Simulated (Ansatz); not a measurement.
Crystal: Gd.

```
Gd
1.0
     3.63600    0.00000    0.00000
    -1.81800    3.14887    0.00000
     0.00000    0.00000    5.78260
Gd
2
Direct
  0.66667 0.33333 0.75000
  0.33333 0.66667 0.25000
```

Alike in all runs: program Ansatz 0.2.0; functional PBE; potentials or basis Ansatz PAW; cutoff 420 eV (not typed: the program's choice for these potentials); k mesh 7 × 7 × 4; occupations fermi-dirac, width 0.05 eV.

Starts and where they ended:

```tsv
start	free energy over the lowest (meV/atom)	net moment (μB)	site or absolute moments (μB)	gap
collinear spin, ferromagnetic start of up to 3.5 μB; fixed moment 7	3010.8	7.00	Gd +4.60	-
collinear spin, ferromagnetic start of up to 7 μB; fixed moment 14	0.0	14.00	Gd +6.96	-
collinear spin, ferromagnetic start of up to 10.5 μB; fixed moment 21	6411.9	21.00	Gd +9.20	-
collinear spin, ferromagnetic start of up to 8.75 μB; fixed moment 17.5	265.7	17.50	Gd +8.02	-
collinear spin, ferromagnetic start of up to 14 μB; fixed moment 28	44796.0	28.00	Gd +12.60	-
collinear spin, ferromagnetic start of up to 5.25 μB; fixed moment 10.5	678.1	10.50	Gd +5.92	-
collinear spin, ferromagnetic start of up to 1.75 μB; fixed moment 3.5	4778.3	3.50	Gd +2.34	-
```

All polarised runs hold their moment fixed, so the table maps the energy against it. A still lower state may exist.

Caveats: spin-orbit coupling is left out, which moves the levels of the heavy elements; the total moment is fixed, so each spin has its own Fermi level.
